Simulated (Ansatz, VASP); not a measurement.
# Two plane-wave programs on HfC

File INCAR:

```
PREC = Accurate
ENCUT = 520
EDIFF = 1E-7
ISMEAR = 0
SIGMA = 0.1
LREAL = F
LASPH = T
NELM = 60
ALGO = Normal
ISIF = 2
LWAVE = F
LCHARG = F
GGA = PE
NBANDS = 14
```

The input KPOINTS:

```
Automatic mesh
0
Gamma
  6 6 6
```

POSCAR

```
HfC
1.0
    0.0000000000      2.6324880000      2.6324880000
    2.6324880000      0.0000000000      2.6324880000
    2.6324880000      2.6324880000      0.0000000000
Hf C
1 1
Direct
    0.0000000000      0.0000000000      0.0000000000
    0.2500000000      0.2500000000      0.2500000000
```

Input for Ansatz:

```yaml
crystal:
  lattice:
    - [0.0, 2.632488, 2.632488]
    - [2.632488, 0.0, 2.632488]
    - [2.632488, 2.632488, 0.0]
  atoms:
    - { symbol: Hf, position: [0.0, 0.0, 0.0] }
    - { symbol: C, position: [0.25, 0.25, 0.25] }
basis:
  ecutwfc: 420
kpoints:
  mp_grid: { grid: [6, 6, 6] }
hamiltonian:
  xc: pbe
scf:
  occupations: { method: gaussian, width: 0.1 }
  lower_state_search: "off"
output:
  forces: true
  stress: true
  eigenvalues: true
```

Change from the starting cell: species swapped into the CdTe type (F-43m, No. 216).

Alike in both runs: task single point; functional PBE; k mesh 6 × 6 × 6; occupations gaussian, width 0.1 eV; no spin polarisation.

|  | VASP | Ansatz |
| --- | --- | --- |
| version | VASP 6.6.1 | Ansatz 0.2.0 |
| potentials or method | VASP PAW PBE potentials, release 64 (Hf_pv, C) | scalar-relativistic, plane waves, PAW |
| plane-wave cutoff (eV) | 520 | 420 |
| valence electrons in the cell | 14 | 30 |

```tsv
	VASP	Ansatz	Ansatz less VASP
gap on the k mesh at the Fermi level (eV)	0.52	0.52	+0.001
least direct gap on the mesh (eV)	0.52	0.52	+0.001
pressure (GPa)	-16.3	-15.8	+0.49
```

The two sets of potentials don't hold the same shells in valence.

Caveats: so large a pressure means that the cell lies far from this level's equilibrium, or that cutoff or potentials fall short (VASP); spin-orbit coupling is left out, which moves the levels of the heavy elements. A k mesh can miss the band edges.
